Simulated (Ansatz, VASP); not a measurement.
## Ta in VASP and in Ansatz

File INCAR:

```
SYSTEM = Ta
  PREC = Accurate
  ENCUT = 520
  EDIFF = 1E-6
  ISMEAR = -1
  SIGMA = 0.05
  LREAL = .FALSE.
  LASPH = .TRUE.
  NELM = 60
  ALGO = Normal
  ISIF = 2
  LWAVE = .FALSE.
  LCHARG = .FALSE.
  GGA = PS
  NBANDS = 12
```

File KPOINTS:

```
regular mesh
0
G
  18 18 18
  0 0 0
```

Contents of POSCAR:

```
Ta
1.0
   -1.5227598748      1.5227598748      1.5227598748
    1.5227598748     -1.5227598748      1.5227598748
    1.5227598748      1.5227598748     -1.5227598748
Ta
1
Direct
    0.0000000000      0.0000000000      0.0000000000
```

Input for Ansatz:

```yaml
crystal:
  lattice:
    - [-1.5227598748, 1.5227598748, 1.5227598748]
    - [1.5227598748, -1.5227598748, 1.5227598748]
    - [1.5227598748, 1.5227598748, -1.5227598748]
  atoms:
    - { symbol: Ta, position: [0.0, 0.0, 0.0] }
kpoints:
  mp_grid: { grid: [18, 18, 18] }
scf:
  occupations: { method: fermi_dirac, width: 0.05 }
hamiltonian:
  xc: pbesol
  pseudopotentials: { kind: all_electron, lapw: { basis_error: 0.001 } }
output:
  forces: true
  stress: true
  eigenvalues: true
  populations: true
```

Change from the starting cell: volume scaled by 0.8, LAPW.

Alike in both runs: task single point; functional PBEsol; k mesh 18 × 18 × 18; occupations fermi-dirac, width 0.05 eV; no spin polarisation.

|  | VASP | Ansatz |
| --- | --- | --- |
| version | VASP 6.6.1 | Ansatz 0.2.0 |
| potentials or method | VASP PAW PBE potentials, release 64 (Ta_pv) | all-electron LAPW, scalar-relativistic |
| plane-wave cutoff (eV) | 520 | see its input |

```csv
,VASP,Ansatz,Ansatz less VASP
pressure (GPa),71.9,69.7,-2.16
```

Ansatz ran all-electron here, so the differences hold the error of VASP's frozen core and of both bases.

Caveats: the cell as given lies far from equilibrium; so large a pressure means that the cell lies far from this level's equilibrium, or that cutoff or potentials fall short (VASP); the potentials were made for another functional, which shifts forces and pressure (VASP). Spin-orbit coupling is left out, which matters for the levels of Ta.
